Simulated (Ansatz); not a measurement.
**Course of a relaxation: C**

Recipe of this trial structure of C: random cell by space group and Wyckoff sites (Pmmn, No. 59). Lengths were set from tabulated atomic sizes, so they are only a guess.

```yaml
crystal:
  lattice:
    - [1.57751, 0.00000, 0.00000]
    - [0.00000, 2.54779, 0.00000]
    - [0.00000, 0.00000, 2.82551]
  atoms:
    - { symbol: C, position: [0.00000, 0.50000, 0.67809] }
    - { symbol: C, position: [0.50000, 0.00000, 0.32191] }
```

Level of theory: DFT PBE, scalar-relativistic, plane waves, PAW (Ansatz). Cutoff 420 eV, Gaussian smearing, Γ-centred meshes. Cell and atoms relax first on a coarse mesh and then on a finer one. In between, the cell is made exact in the group found at 0.06 Å. In metals the finer mesh still leaves noise of several meV/atom or more. The steps can't lower the symmetry of their start. No spin polarisation in the relaxation; trial moments died out in a coarse test.

Steps on the 10×6×6 mesh (2 atoms, 25 steps). The free energy counts from the last step; some steps are skipped; the plane-wave basis is renewed at times, which shifts energy and pressure.

```tsv
step	ΔF (meV/atom)	V (Å³/atom)	P (GPa)	largest force component (eV/Å)
1	398.2	5.68	54.80	0.296
2	229.8	6.24	30.64	0.128
4	97.5	7.30	3.00	0.175
5	90.6	7.49	1.40	0.118
6	90.3	7.53	1.02	0.088
7	90.1	7.55	0.04	0.038
9	43.4	7.55	5.03	0.022
10	29.1	7.91	2.42	0.085
11	22.7	8.17	0.84	0.270
12	19.4	8.36	0.75	0.095
14	20.0	8.52	-0.08	0.008
15	7.5	8.52	0.43	0.022
16	4.9	8.80	0.60	0.011
17	5.4	9.07	-0.20	0.023
19	1.6	9.09	0.14	0.014
20	1.6	9.25	0.05	0.003
21	2.0	9.40	-0.01	0.011
22	0.4	9.40	0.05	0.007
24	0.9	9.62	0.12	0.009
25	0.0	9.62	0.14	0.007
```

Steps on the 34×20×12 mesh (2 atoms, 50 steps). The free energy counts from the last step; some steps are skipped; the plane-wave basis is renewed at times, which shifts energy and pressure.

```tsv
step	ΔF (meV/atom)	V (Å³/atom)	P (GPa)	largest force component (eV/Å)
1	2631.6	9.62	-0.15	0.186
6	1927.1	9.82	5.62	1.865
12	248.8	10.59	7.81	0.309
17	103.4	10.97	4.89	0.000
23	66.5	13.60	0.00	0.001
28	30.5	16.25	-0.02	0.000
34	20.7	18.93	-3.38	0.003
39	3.1	18.41	0.17	0.000
45	2.9	21.00	-0.06	0.001
50	0.0	21.47	0.02	0.000
```

The relaxed structure, after a last relaxation on the converged mesh:

Space group Immm (No. 71). a = 1.282 Å, b = 4.438 Å, c = 7.545 Å, α = 90.00°, β = 90.00°, γ = 90.00°
```
atom  site  symmetry       x       y       z
   C    2b       mmm  0.5000  0.0000  0.0000
```

The symmetry goes from Pmmn (No. 59) to Immm (No. 71), and the primitive cell from 2 to 1 atom. The volume per atom grows by 278.1 %, from 5.7 to 21.5 Å³. The shortest distance goes from 1.58 Å (C–C) to 1.28 Å (C–C). The energy falls by about 3.0 eV/atom (the start's value is from the coarse mesh). The end is written in a standard setting, so origin, axes and order of atoms can differ from the start's. C is surrounded by 2 C at 1.28 Å.

```json
{
 "Volume per atom": "21.5 Å³",
 "Density": "0.9 g/cm³",
 "Energy over the standard state": "+0.97 eV/atom",
 "Gap on the 42×12×8 mesh of the 2-atom cell": "0 eV (a metal)"
}
```

Energies count from the standard state of C at the same level.

The last run used Gaussian smearing of 0.10 eV. No dispersion correction is applied, so the spacing and binding between layers, chains or molecules are poorly described. The reference form of C is held partly by dispersion forces, which this level lacks. Symmetry constrained the relaxation, so the result can be a saddle point. In all, the 4 runs took 38 min on 1 thread of Intel(R) Xeon(R) Processor @ 2.50GHz (Skylake/Cascade Lake) (shared host).
